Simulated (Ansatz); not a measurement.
# LiCl: energy against volume in PBE, exact exchange and the RPA

An exercise on one series of results from a longer session: the logs are not shown, and one member is left open.

The runs shown are made with Ansatz 0.2.0. PBE orbitals, norm-conserving pseudopotentials, plane waves. Simulation only: spin-unpolarised, and no claim that this is the phase found in nature.

**The cell**

The cell was relaxed beforehand with r2SCAN; volume changes: +0 %, -5 %, +5 %, -10 %, +10 %.

It is hexagonal, P6_3/mmc (No. 194); conventional cell a = 3.575 Å, c = 6.024 Å, 16.67 Å³ an atom. Around Li lie 6 Cl at 2.56 Å; around Cl lie 6 Li at 2.56 Å.

Coordinates:

```
CELL_PARAMETERS angstrom
3.57495 0.00000 0.00000
-1.78747 3.09600 0.00000
0.00000 0.00000 6.02408
ATOMIC_POSITIONS crystal
Li 0.00000 0.00000 0.00000
Li 0.00000 0.00000 0.50000
Cl 0.33333 0.66667 0.25000
Cl 0.66667 0.33333 0.75000
```

Set-up of the first run:

input.yaml reads:

```yaml
crystal:
  lattice:
    - [3.5749486155, 0.0, 0.0]
    - [-1.7874743077, 3.0959963182, 0.0]
    - [0.0, 0.0, 6.0240820578]
  atoms:
    - { symbol: Li, position: [0.0, 0.0, 0.0] }
    - { symbol: Li, position: [0.0, 0.0, 0.5] }
    - { symbol: Cl, position: [0.3333333333, 0.6666666667, 0.25] }
    - { symbol: Cl, position: [0.6666666667, 0.3333333333, 0.75] }
kpoints:
  mp_grid: { grid: [6, 6, 2] }
hamiltonian:
  xc: pbe
  pseudopotentials: { kind: nc }
scf:
  occupations: { method: fixed }
output:
  rpa_energy:
    ecut_chi_ladder: [169, 189, 210, 233, 256]
    long_wavelength: optical_limit
basis:
  ecutwfc: 1034.032677
```

Steps of the session up to this table: The unscaled cell; Volume -5 %; Volume +5 %; Volume -10 %; Volume +10 %.

One table of the session follows, with a row left open; its other results are not shown here.

Energies in meV/atom from the unscaled cell:

| volume (Å³/atom) | PBE | exact exchange | EXX+RPA | RPA correlation |
| --- | --- | --- | --- | --- |
| 15.002 | 29.6 | 60.5 | 10.9 | -49.6 |
| 15.835 | 8.8 | 23.0 | -1.9 | -24.9 |
| 16.669 | 0.0 | 0.0 | 0.0 | 0.0 |
| 17.502 | ? | ? | ? | ? |
| 18.336 | 7.7 | -14.7 | 23.2 | 38.0 |

Estimate the missing values for volume (Å³/atom) = 17.502.

Worked estimate for «PBE». A straight line through the neighbours (16.669, 0.0) and (18.336, 7.7) gives 0.0 + (7.7 − 0.0) × (17.502 − 16.669) / (18.336 − 16.669) = 3.8; a parabola fitted to 3 rows on both sides gives -0.4.

The run gave: PBE: 0.3; exact exchange: -11.7; EXX+RPA: 8.9; RPA correlation: 20.7. In «PBE» the line misses by +3.5 and the parabola by -0.7.

Caveats from the session: The curve is too rough to resolve B₀ and B₀′ of EXX+RPA; its minimum, near 16.1 Å³/atom, is a rough guide.
